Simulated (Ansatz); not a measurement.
What does this script print? It uses the Python package of Ansatz (0.2.0).

The script, `cd.py`:
```python
import ansatz as az
from ase import Atoms
import numpy as np

KGRID = (10, 10, 10)
SMEARING = "cold"
SMEARING_WIDTH = 0.1

def edges_and_angles(cell):
    cell = np.asarray(cell)
    a, b, c = np.linalg.norm(cell, axis=1)
    cosines = cell[1] @ cell[2] / (b * c), cell[0] @ cell[2] / (a * c), cell[0] @ cell[1] / (a * b)
    return (a, b, c, *np.degrees(np.arccos(cosines)))

atoms = Atoms(
    ["Cd"],
    scaled_positions=[
        [0.0, 0.0, 0.0],
    ],
    cell=[
        [0.0, 2.21815, 2.21815],
        [2.21815, 0.0, 2.21815],
        [2.21815, 2.21815, 0.0],
    ],
    pbc=True,
)
cell = az.Crystal.from_ase(atoms)

job = (
    cell.calculation()
    .kpoints(*KGRID)
    .occupations(SMEARING, width=SMEARING_WIDTH)
    .relax(cell=True)
)

levels = [("r2scan", "d4"), ("pbe", "d3bj"), ("rpbe", "none"), ("pbesol", "none")]
print("level            a       b       c    alpha   beta  gamma  V/atom  steps")
for name, dispersion in levels:
    seen = []
    run = job.functional(name, dispersion=dispersion).session().plan()
    done = run.execute(on_event=lambda e: seen.append(e) if e["event"] == "relax_step" else None)
    cell = done.lattice.cell_ang
    label = name if dispersion == "none" else f"{name}+{dispersion}"
    print("{:13s} {:7.4f} {:7.4f} {:7.4f} {:6.2f} {:6.2f} {:6.2f}".format(label, *edges_and_angles(cell)), f"{abs(np.linalg.det(cell)) / len(done.lattice.sites):7.3f} {len(seen):5d}")
```

`python cd.py` gives:
```text
level            a       b       c    alpha   beta  gamma  V/atom  steps
DeckWarning: basis.ecutwfc = 500 eV, auto-derived from the records' recommended cutoffs: set by Cd (their level for a meta-GGA)
r2scan+d4      3.1138  3.1138  3.1138  60.00  60.00  60.00  21.347     3
DeckWarning: basis.ecutwfc = 420 eV, auto-derived from the records' recommended cutoffs: set by Cd (normal level)
pbe+d3bj       3.1178  3.1178  3.1178  60.00  60.00  60.00  21.430     3
rpbe           3.2524  3.2524  3.2524  60.00  60.00  60.00  24.328     5
pbesol         3.0971  3.0971  3.0971  60.00  60.00  60.00  21.007     4
```
(Warnings from the package without file and line.)

From smallest to largest: PBEsol (21.01 Å³ an atom, -3.8 % against the start), r2SCAN+D4 (21.35 Å³ an atom, -2.2 % against the start), PBE+D3BJ (21.43 Å³ an atom, -1.8 % against the start) and RPBE (24.33 Å³ an atom, +11.5 % against the start). The spread is 15.8 % in volume.

Dispersion corrections can be off by several per cent in the lattices of metals, and by several GPa in the pressure at a fixed cell. For a metal this k-point mesh is coarse: on a finer one energies can move by several to tens of meV an atom and pressures by half a GPa or more, differences at one mesh by less. Edges and angles are those of the cell as typed, here a primitive one, not of the conventional cell. This isn't the structure that Cd takes at ambient conditions. Hardware and time: 16 s on 1 thread of Arm Neoverse V1 (shared host), peak memory 0.42 GiB.

(Lines on the test bed's own set-up are left out of the output.)
